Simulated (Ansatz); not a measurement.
Re (fcc)

Method: r²SCAN, scalar-relativistic; no spin polarisation; PAW, 500 eV, Γ-centred 18×18×18 mesh, 0.05 eV Gaussian smearing; code Ansatz; PAW files: Ansatz's generated set soft_2.

Space group Fm-3m (No. 225). a = 3.893 Å, b = 3.893 Å, c = 3.893 Å, α = 90.00°, β = 90.00°, γ = 90.00°
```csv
atom,site,symmetry,x,y,z
Re,4a,m-3m,0.0000,0.0000,0.0000
```

At room temperature and ambient pressure Re is hcp.

Q: Which orbitals carry the states at the Fermi level, and how many states are there?

A: Within 0.1 eV of it: Re 5d 97 % (shares among the projected shells). The density of states at the Fermi level is about 0.76 states/eV per cell, averaged over 0.3 eV.

Density of states (tetrahedra, averaged over 0.3 eV; states/eV per cell of 1 atom; energy in eV from the Fermi level; projections on Löwdin-orthogonalised atomic orbitals, summed over sites):

| E | total | Re 5d | Re 6s |
| --- | --- | --- | --- |
| -6.70 | 0.72 | 0.47 | 0.23 |
| -6.40 | 0.80 | 0.56 | 0.22 |
| -6.10 | 0.96 | 0.76 | 0.19 |
| -5.80 | 1.01 | 0.85 | 0.14 |
| -5.50 | 0.96 | 0.85 | 0.10 |
| -5.20 | 0.95 | 0.87 | 0.07 |
| -4.90 | 0.79 | 0.73 | 0.04 |
| -4.60 | 0.60 | 0.57 | 0.01 |
| -4.30 | 1.00 | 0.95 | 0.02 |
| -4.00 | 0.90 | 0.84 | 0.02 |
| -3.70 | 0.82 | 0.77 | 0.03 |
| -3.40 | 0.92 | 0.85 | 0.04 |
| -3.10 | 1.05 | 0.95 | 0.06 |
| -2.80 | 1.05 | 0.94 | 0.07 |
| -2.50 | 1.22 | 1.07 | 0.09 |
| -2.20 | 1.24 | 1.08 | 0.09 |
| -1.90 | 1.21 | 1.06 | 0.08 |
| -1.60 | 1.41 | 1.29 | 0.06 |
| -1.30 | 1.10 | 0.98 | 0.06 |
| -1.00 | 0.85 | 0.75 | 0.04 |
| -0.70 | 0.74 | 0.65 | 0.03 |
| -0.40 | 0.71 | 0.63 | 0.03 |
| -0.10 | 0.71 | 0.65 | 0.02 |
| 0.20 | 0.89 | 0.84 | 0.03 |
| 0.50 | 1.07 | 1.00 | 0.04 |
| 0.80 | 0.79 | 0.74 | 0.03 |
| 1.10 | 0.67 | 0.62 | 0.03 |
| 1.40 | 0.70 | 0.65 | 0.02 |
| 1.70 | 0.68 | 0.63 | 0.02 |
| 2.00 | 0.66 | 0.61 | 0.02 |
| 2.30 | 0.66 | 0.62 | 0.02 |
| 2.60 | 0.68 | 0.64 | 0.02 |
| 2.90 | 0.74 | 0.70 | 0.02 |
| 3.20 | 0.86 | 0.81 | 0.03 |
| 3.50 | 1.14 | 1.08 | 0.03 |
| 3.80 | 1.17 | 1.11 | 0.03 |
| 4.10 | 0.87 | 0.82 | 0.04 |

With 15 valence electrons in the calculation's cell and no magnetic order, the bands, two electrons each, can't all be full or empty: band theory demands a metal. (Only strong correlation, outside this picture, could make a Mott insulator of it.)

Spin–orbit coupling, which matters for such heavy elements, is left out.
